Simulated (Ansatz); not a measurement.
Runs of Ansatz 0.2.0 on ZrS2. The structure is trigonal, space group P-3m1 (No. 164). The conventional cell has a = 3.691 Å, b = 3.691 Å, c = 6.041 Å, α = 90.00°, β = 90.00°, γ = 120.00°. Zr (site symmetry -3m) is surrounded by 6 S at 2.57 Å. S (site symmetry 3m) has 3 Zr at 2.57 Å as nearest neighbours. The cell is a database's computed one.

| task | cell | k mesh | cutoff (eV) | gap on the mesh (eV) | pressure (GPa) | largest force (eV/Å) |
| --- | --- | --- | --- | --- | --- | --- |
| relaxation of cell and atoms | relaxed to 10 GPa | 8 × 8 × 5 | - | - | 10.0 | - |
| band structure | as given | 6 × 6 × 4 | 201 | 1.00 | -2.5 | 0.16 |
| relaxation of cell and atoms | relaxed to 30 GPa | 8 × 8 × 5 | - | - | 30.0 | 0.02 |
| relaxation of cell and atoms | relaxed to 5 GPa | 8 × 8 × 5 | - | - | 5.0 | - |
| relaxation of cell and atoms | relaxed | 8 × 8 × 5 | - | (a) | 0.0 | - |

Alike in all rows: level PBEsol; potentials or basis all-electron LAPW, scalar-relativistic; no spin polarisation; smearing fermi-dirac 0.05 eV; basis error allowed 0.002 eV/atom.

Q: Fill in the values left out.

A: (a) 0.82.

Caveats: this functional lacks dispersion, which binds the layers, so the pressure and a relaxed spacing across them are unreliable; an odd mesh through Γ misses points on the zone boundary, where band edges often lie (some runs).

A k mesh can miss the band edges, and the runs leave out spin-orbit coupling on Zr.
